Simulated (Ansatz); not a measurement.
# Zone-centre phonons of NbN at 2 GPa: input and output

These are results of DFT LDA, scalar-relativistic, plane waves, PAW (Ansatz 0.2.0), not measurements.

Launched with:
```bash
ansatz run input.yaml --threads 1 --pin off --max-ram 3072MiB --backend cpu --events-out ev --progress --plain --runs-dir out
```

Input (bare energies are in eV):
```yaml
crystal:
  lattice:
    - [0.0, 2.17444792, 2.17444792]
    - [2.17444792, 0.0, 2.17444792]
    - [2.17444792, 2.17444792, 0.0]
  atoms:
    - { symbol: Nb, position: [0.5, 0.5, 0.5] }
    - { symbol: "N", position: [0.0, 0.0, 0.0] }
basis:
  ecutwfc: 420
kpoints:
  mp_grid: { grid: [16, 16, 16] }
hamiltonian:
  xc: lda
scf:
  occupations: { method: fermi_dirac, width: 0.15 }
output:
  eigenvalues: true
phonons:
  method: dfpt
  eigenvectors: true
```

The end of the output:
```
--- Phonons (Γ-DFPT): 2 representative perturbations + reference, on 349 of 4096 k-points (Σ response iterations 6) ---
  k mesh reduced under 8 symmetry operations, with k and −k counted as one. Each operation leaves every solved perturbation unchanged. A smaller set is not used because it would not reduce the number of displacements ...
  ASR residual: 1.739e-3 → 0.000e0 eV/Å²; symmetrization residual: 6.331e-7 eV/Å²
  ASR residual per site (eV/Å²): 1.74e-3 1.70e-4
  Γ frequencies (cm⁻¹): 0.00 0.00 0.00 428.28 428.28 428.28
  non-analytic LO–TO correction: not included (Born effective charges unavailable; polar crystals: no LO–TO splitting at Γ)
```

Time: 66 s on 1 thread of AMD EPYC (Zen 3), with other jobs on the host, peak memory 0.61 GiB.

In a metal, frequencies and elastic constants depend on the k mesh and the smearing, soft modes and shear constants most.